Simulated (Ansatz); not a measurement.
# BP (F-43m) in Ansatz: further runs

Runs on BP. Level: PBE. Tasks: band structure, single point, equation of state.

All numbers are computed with Ansatz 0.2.0; they aren't measurements. Logs are shortened: lines on timing, memory, paths and dates and some standing lists are left out, and cuts for length are marked.

**Measured values to compare with.**

“Equation of state of single-crystal cubic boron phosphide”, 2014, arxiv:1407.1677 reports, for a bulk crystal of BP at 300 K: bulk modulus 179 ± 1 GPa.

The results are compared with them further down.

## 1. Starting point

The structure is cubic, space group F-43m (No. 216). Conventional cell: a = 4.538 Å, b = 4.538 Å, c = 4.538 Å, α = 90.00°, β = 90.00°, γ = 90.00°. P (site symmetry -43m) has 4 B at 1.97 Å as nearest neighbours. B (site symmetry -43m) has 4 P at 1.97 Å as nearest neighbours.

## 2. Band structure, PBE

Contents of input.yaml:

```yaml
crystal:
  lattice:
    - [0.0, 2.269, 2.269]
    - [2.269, 0.0, 2.269]
    - [2.269, 2.269, 0.0]
  atoms:
    - { symbol: P, position: [0.75, 0.75, 0.75] }
    - { symbol: B, position: [0.0, 0.0, 0.0] }
hamiltonian:
  xc: pbe
  pseudopotentials: { kind: paw, core: small }
kpoints:
  mp_grid: { grid: [10, 10, 10] }
  band_path:
    path:
      - [[0.0, 0.0, 0.0], [0.5, 0.0, 0.5], [0.5, 0.25, 0.75], [0.375, 0.375, 0.75], [0.0, 0.0, 0.0], [0.5, 0.5, 0.5], [0.625, 0.25, 0.625], [0.5, 0.25, 0.75], [0.5, 0.5, 0.5], [0.375, 0.375, 0.75]]
      - [[0.625, 0.25, 0.625], [0.5, 0.0, 0.5]]
    npoints: 14
scf:
  occupations: { method: fermi_dirac, width: 0.05 }
  n_extra_bands: 6
output:
  forces: true
  stress: true
  eigenvalues: true
  fatbands: true
  write_density: true
  write_potential: true
  elf: true
  volumetric_format: npy
```

Potentials or basis: Ansatz PAW.

Run with:

```console
$ ansatz run input.yaml --threads 2 --pin off --max-ram 5120MiB --backend cpu --events-out ev --progress --plain --runs-dir out
```

The log of the run:

```text
Warning: RAYON_NUM_THREADS=2 ignored (pool sized by the plan → 2); use --threads N
scf.n_extra_bands = 6 over 4 filled bands (N_el = 8.0): the run solves 10 bands
Engine: ansatz 0.2.0, x86_64-unknown-linux-gnu
Pseudopotentials: kind: paw
Pseudopotential: P, paw, valence charge 5, recommended cutoff 420 eV (normal), P.paw.azcp
Pseudopotential: B, paw, valence charge 3, recommended cutoff 420 eV (normal), B.paw.azcp
Functional definition: PBE
  parameter kappa = 0.804
  parameter beta = 0.06672455060314922
  exchange = pbe_x(kappa = kappa, mu = beta*pi^2/3)
  correlation = pbe_c(beta = beta)
Crystal: 2 atoms, lattice volume = 23.363 Å³
Basis set: ecut = 420 eV, 459 PW (Γ), exchange–correlation on 48×48×48 points (8 copies of the dense FFT grid, shifted against one another)
Bands: 10, of which v1, the nominal top of the filled ones, is band 4 counted from 1 (3 counted from 0)
Symmetry: 24 space group operations
Space group: F-43m (ITA 216), of the structure as read, at distance tolerance 2.9e-5 Å
k-points: 47 of 1000 (time reversal used)
Non-local potential: P, projectors of the file, l = 0: 2, l = 1: 2, l = 2: 2
Non-local potential: B, projectors of the file, l = 0: 2, l = 1: 2, l = 2: 1
PAW form: soft (Blöchl's): semilocal exchange-correlation on the pseudo side does not see the compensation charge
PAW one-centre angular grid: P, 110 points (default); XC on 64 Gauss nodes
PAW one-centre angular grid: B, 110 points (default); XC on 64 Gauss nodes
Initial density: superposition of atomic densities (neutral atoms: chi_scale 0, normalization atom), corrected by the library's trained network
Initial wavefunctions: pseudopotential atomic-orbital guess
Functional: x = pbe(κ = 0.804, μ = 0.2195149727645171), c = pbe(β = 0.06672455060314922)
SCF iter   1: F=—  HF=-912.446382 eV  |F-HF|=—  |Δ(HF+E_count)|=         —  Δρ=1.55e-3  dr2=4.89e-4  ethr=1.77e-3  ⟨swp⟩=6.1  Hψ=3924  notcnv=0  defer=2
preconditioner: auto → none  [insulator: Δε(μ)=1.239 eV  Ē_g=14.972 eV  σ=0.050 eV  W_gap=1.00  n_scr=0 (ndim 8)  ℏωp=21.7 eV  f_vac=0.000  D(μ)=0.00/eV (n_scr^D=0)  ε∞_Penn≈3.1]
SCF iter   2: F=—  HF=-912.446462 eV  |F-HF|=—  |Δ(HF+E_count)|=   7.93e-5  Δρ=8.57e-4  dr2=1.65e-4  ethr=6.12e-6  ⟨swp⟩=2.3  Hψ=1046  notcnv=0  defer=18
SCF iter   3: F=—  HF=-912.446432 eV  |F-HF|=—  |Δ(HF+E_count)|=   3.01e-5  Δρ=4.06e-4  dr2=1.78e-5  ethr=2.06e-6  ⟨swp⟩=2.1  Hψ=544  notcnv=0  defer=18
SCF iter   4: F=—  HF=-912.446455 eV  |F-HF|=—  |Δ(HF+E_count)|=   2.32e-5  Δρ=1.32e-4  dr2=5.17e-6  ethr=2.23e-7  ⟨swp⟩=2.0  Hψ=582  notcnv=0  defer=18
SCF iter   5: F=—  HF=-912.446453 eV  |F-HF|=—  |Δ(HF+E_count)|=   1.38e-6  Δρ=3.57e-5  dr2=3.76e-7  ethr=6.47e-8  ⟨swp⟩=2.0  Hψ=535  notcnv=0  defer=18
SCF iter   6: F=-912.446453 eV  HF=-912.446453 eV  |F-HF|=2.21e-8  |Δ(HF+E_count)|=   9.67e-8  Δρ=1.02e-5  dr2=3.07e-8  ethr=1.25e-9  ⟨swp⟩=11.6  Hψ=3038  notcnv=0
SCF 1 converged in 6 iterations: F = -912.446453 eV  dr2 = 3.07e-8
NSCF: frozen V_eff on 142 k-points
SCF converged after 6 iterations
Free energy (F): -912.446453 eV
Harris-Foulkes:  -912.446453 eV  (|F-HF|=2.21e-8)
Internal energy: -912.446453 eV  (E = F + TS)
E sigma→0 (E₀):  -912.446453 eV
Entropy (-TS):   -0.000000 eV (-0.000 meV/atom)
Fermi energy:    9.867465 eV
--- Per-component energies (eV) ---
  E_band       = 22.181351
  E_kinetic    = 121.696491
  E_local      = -67.907665  (includes V_loc(G=0)·N_el)
  E_nonlocal   = 45.026237
  E_hartree    = 17.052483
  E_xc         = -94.859231
  E_vxc        = -100.531420  (∫ρ·V_xc dr)
  E_paw        = -647.963250  (= ΣΔE_a)
  E_vpaw       = -10.207468  (= ΣTr[D̂ρ^β])
  E_aug_tail   = 0.000001  (compensation charges beyond the density's cutoff)
  E_ewald      = -285.491518
  E_smearing   = -0.000000  (= −TS)
  E_closure    = -0.000000  (closes the sum)
  Σ components = -912.446453   (vs F -912.446453, Δ=0.00e0)
--- Forces (eV/Å), atoms counted from 1 ---
  atom   1  P      0.00000000     0.00000000    -0.00000000
  atom   2  B     -0.00000000     0.00000000     0.00000000
  max |Σ_I F_I| component: 3.15e-16 eV/Å
--- Stress (GPa, compression-positive) ---
        1.132082       0.000000      -0.000000
       -0.000000       1.132082       0.000000
       -0.000000       0.000000       1.132082
  P = ⅓ Tr σ = 1.1321 GPa (11.321 kbar)
--- Band table (eV; the first three rows and the last of 47) ---
  k-point 0: bands = ["-6.1925", "9.2644", "9.2644", "9.2644", "12.6683", "12.6683", "12.6683", "16.6359", "20.7760", "21.2794"]
  k-point 1: bands = ["-6.0124", "7.9644", "8.9703", "8.9703", "13.0750", "13.0750", "13.1015", "17.1574", "20.6206", "20.6206"]
  k-point 2: bands = ["-5.4791", "5.6238", "8.4118", "8.4118", "13.2960", "13.7919", "13.7919", "18.3300", "20.0359", "20.0359"]
  k-point 46: bands = ["-1.0940", "1.1395", "3.7381", "3.9076", "13.8668", "14.6721", "17.4894", "17.9350", "22.0538", "25.3383"]
```

fatbands.tsv:

```text
# ik	k_distance	band	e_minus_ef	p0_l0_3S	p0_l1_3P	b1_l0_2S	b1_l1_2P
# fermi_ev = 9.867465
# lock_threshold_ev = 1e-12
# [0, 0, 0] at k_distance = 0.000000
# [0.5, 0, 0.5] at k_distance = 1.384571
# [0.5, 0.25, 0.75] at k_distance = 2.076857
# [0.375, 0.375, 0.75] at k_distance = 2.566377
# [0, 0, 0] at k_distance = 4.034937
# [0.5, 0.5, 0.5] at k_distance = 5.234011
# [0.625, 0.25, 0.625] at k_distance = 6.081884
# [0.5, 0.25, 0.75] at k_distance = 6.571404
# [0.5, 0.5, 0.5] at k_distance = 7.550444
# [0.375, 0.375, 0.75] at k_distance = 8.398318
# [0.625, 0.25, 0.625] at k_distance = 8.398318
# [0.5, 0, 0.5] at k_distance = 8.887838
# jumps = 127
# n_points = 142
0	0.000000	0	-16.059919	0.519141	0.000000	0.476475	0.000000
0	0.000000	1	-0.603107	0.000000	0.402009	0.000000	0.564719
0	0.000000	2	-0.603107	0.000000	0.402009	0.000000	0.564719
0	0.000000	3	-0.603107	0.000000	0.402009	0.000000	0.564719
0	0.000000	4	2.800845	0.000000	0.587320	0.000000	0.365989
0	0.000000	5	2.800845	0.000000	0.587320	0.000000	0.365989
[... 1262 lines left out ...]
126	8.398318	8	11.017099	0.138445	0.026695	0.000787	0.235369
126	8.398318	9	12.274935	0.000000	0.003860	0.000000	0.005390

127	8.398318	0	-11.209825	0.565439	0.016694	0.044459	0.370587
127	8.398318	1	-8.766356	0.013290	0.539197	0.391012	0.049860
127	8.398318	2	-6.822816	0.000294	0.538577	0.000116	0.455499
127	8.398318	3	-4.104811	0.000000	0.520596	0.000000	0.474994
127	8.398318	4	1.545705	0.115949	0.226684	0.185483	0.254972
127	8.398318	5	5.391062	0.131325	0.121577	0.081719	0.244706
[... 142 lines left out ...]
141	8.887838	8	14.617805	0.092541	0.000000	0.000000	0.074688
141	8.887838	9	15.864998	0.000000	0.000000	0.000000	0.000000
```

Run time: 1.9 s. Hardware: 2 threads of Intel Xeon at 2.70GHz, shared host; peak memory 0.31 GiB.

What came out:

```
Free energy             : -912.4465 eV
Pressure                : 1.1 GPa
Band gap on the k mesh  : 1.24 eV, indirect (least direct gap 3.40 eV)
Band gap along the path : 1.24 eV, indirect (least direct gap 3.40 eV)
```

Levels at the corners of the path, in eV from the valence-band top:
| point | band 2 | band 3 | band 4 | band 5 | band 6 | band 7 |
| --- | --- | --- | --- | --- | --- | --- |
| Γ | 0.00 | 0.00 | 0.00 | 3.40 | 3.40 | 3.40 |
| X | -8.58 | -4.11 | -4.11 | 1.34 | 1.66 | 12.08 |
| W | -8.06 | -5.67 | -5.47 | 5.33 | 6.76 | 7.24 |
| K | -8.16 | -6.22 | -3.50 | 2.15 | 5.99 | 9.71 |
| Γ | 0.00 | 0.00 | 0.00 | 3.40 | 3.40 | 3.40 |
| L | -9.03 | -1.76 | -1.76 | 3.78 | 4.71 | 4.71 |
| U | -8.16 | -6.22 | -3.50 | 2.15 | 5.99 | 9.71 |
| W | -8.06 | -5.67 | -5.47 | 5.33 | 6.76 | 7.24 |
| L | -9.03 | -1.76 | -1.76 | 3.78 | 4.71 | 4.71 |
| K | -8.16 | -6.22 | -3.50 | 2.15 | 5.99 | 9.71 |
| U | -8.16 | -6.22 | -3.50 | 2.15 | 5.99 | 9.71 |
| X | -8.58 | -4.11 | -4.11 | 1.34 | 1.66 | 12.08 |

PBE gaps usually lie below the measured ones, often by a third to a half.

(Continued in part 2 of 2.)
